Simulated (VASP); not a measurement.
Write the native input for VASP 6.6.1 that does the following.

```yaml
Task: band structure
Functional: HSE06
Potentials_or_basis: VASP PAW PBE potentials, release 64 (Pb_d, Cs_sv, Br)
Cutoff: 520 eV
k_mesh: 4 × 4 × 4
Occupations: gaussian, width 0.02 eV
Spin: no spin polarisation
Ladder: gaps
Grid_for_exact_exchange_PRECFOCK: Fast
Screening_parameter: 0.2 1/A
Further_INCAR_settings: ALGO = Normal; EDIFF = 1e-06; NBANDS = 30
```

Crystal: CsPbBr3.

```xyz
5
Lattice="5.8700 0.0000 0.0000 0.0000 5.8700 0.0000 0.0000 0.0000 5.8700" Properties=species:S:1:pos:R:3 pbc="T T T"
Pb    2.9350    2.9350    2.9350
Cs    0.0000    0.0000    0.0000
Br    2.9350    2.9350    0.0000
Br    2.9350    0.0000    2.9350
Br    0.0000    2.9350    2.9350
```

Measurements of this composition are mostly on another form, of space group No. 62.

These files were run (other wordings do the same):

POSCAR

```
CsPbBr3
1.0
    5.8700000000      0.0000000000      0.0000000000
    0.0000000000      5.8700000000      0.0000000000
    0.0000000000      0.0000000000      5.8700000000
Pb Cs Br
1 1 3
Direct
    0.5000000000      0.5000000000      0.5000000000
    0.0000000000      0.0000000000      0.0000000000
    0.5000000000      0.5000000000      0.0000000000
    0.5000000000      0.0000000000      0.5000000000
    0.0000000000      0.5000000000      0.5000000000
```

INCAR.step1

```
SYSTEM = CsPbBr3
PREC = Accurate
ENCUT = 520
EDIFF = 1E-5
ISMEAR = 0
SIGMA = 0.02
LREAL = .False.
LASPH = .True.
NELM = 60
ALGO = Normal
ISIF = 2
LWAVE = .True.
LCHARG = .False.
NBANDS = 30
GGA = PE
KPAR = 4
```

INCAR.step2

```
SYSTEM = CsPbBr3
PREC = Accurate
ENCUT = 520
EDIFF = 1E-6
ISMEAR = 0
SIGMA = 0.02
LREAL = .False.
LASPH = .True.
NELM = 60
ALGO = Normal
ISIF = 2
LWAVE = .False.
LCHARG = .False.
GGA = PE
LHFCALC = .True.
HFSCREEN = 0.2
PRECFOCK = Fast
NBANDS = 30
ISTART = 1
KPAR = 4
```

KPOINTS

```
regular mesh
0
Gamma
  4 4 4
  0 0 0
```

KPOINTS_OPT

```
path GXMGRX,MR
8
line-mode
reciprocal
 0.0000000000  0.0000000000  0.0000000000  G
 0.0000000000  0.5000000000  0.0000000000  X

 0.0000000000  0.5000000000  0.0000000000  X
 0.5000000000  0.5000000000  0.0000000000  M

 0.5000000000  0.5000000000  0.0000000000  M
 0.0000000000  0.0000000000  0.0000000000  G

 0.0000000000  0.0000000000  0.0000000000  G
 0.5000000000  0.5000000000  0.5000000000  R

 0.5000000000  0.5000000000  0.5000000000  R
 0.0000000000  0.5000000000  0.0000000000  X

 0.5000000000  0.5000000000  0.0000000000  M
 0.5000000000  0.5000000000  0.5000000000  R
```

Potentials or basis: VASP PAW PBE potentials, release 64 (Pb_d, Cs_sv, Br).

Launch:

```sh
$ cat potpaw_PBE.64/Pb_d/POTCAR potpaw_PBE.64/Cs_sv/POTCAR potpaw_PBE.64/Br/POTCAR > POTCAR
$ cp INCAR.step1 INCAR
$ mpirun -np 4 vasp_std > vasp.out
$ cp INCAR.step2 INCAR
$ mpirun -np 4 vasp_std > vasp.out
```

It gave:

The pressure is 1.1 GPa, the band gap on the k mesh is 2.13 eV, direct and the band gap along the path is 2.13 eV, direct.

Caveat: the PAW data sets were made with another functional, which shifts forces and pressure a little; spin-orbit coupling is left out, which as a rule narrows the gap of such compounds by several tenths of an eV.

Wall time 70 min on 4 MPI ranks on Intel(R) Xeon(R) Platinum 8259CL CPU @ 2.50GHz (Skylake/Cascade Lake) (shared host), peak memory 0.62 GiB a rank.
